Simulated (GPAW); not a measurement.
GaN in GPAW: the effect of exact-exchange share

The system is GaN.

```
Ga N
1.0
     5.23038    0.00000    0.00000
    -2.61519    4.52964    0.00000
     0.00000    0.00000    3.39010
Ga N
1 1
Direct
  0.00000 0.00000 0.50000
  0.00000 0.00000 0.00000
```

The cell was built by a generator and needn't be a form met in nature.

Alike in all runs:

| Property | Result |
| --- | --- |
| Program | GPAW 26.7.0 |
| Task | single point |
| Potentials or basis | GPAW PAW data sets (gpaw-data 1.2.1) |
| Cutoff | 600 eV |
| Basis | pw |
| k mesh | 3 × 3 × 3 |
| Occupations | fermi-dirac, width 0.05 eV |
| Spin | no spin polarisation |

| exact-exchange share | functional | gap on the mesh (eV) |
| --- | --- | --- |
| 0.1 | PBEh(alpha) | 2.56 |
| 0.2 | PBEh(alpha) | 3.34 |
| 0.25 | PBE0 | 3.73 |
| 0.35 | PBEh(alpha) | ? |
| 0.5 | PBEh(alpha) | 5.72 |

**Question.** What does the run with exact-exchange share 0.35 give?

**Answer.** gap on the mesh 4.52 eV.

Worked out: A straight line through the other rows of the gap on the mesh, of slope 7.91 eV per unit of exact-exchange share, gives 4.53 eV, against the run's 4.52.

Caveats: all runs use coarse meshes; exact exchange converges slowly with the k mesh, and this mesh is small; an odd mesh through Γ misses points on the zone boundary, where band edges often lie.
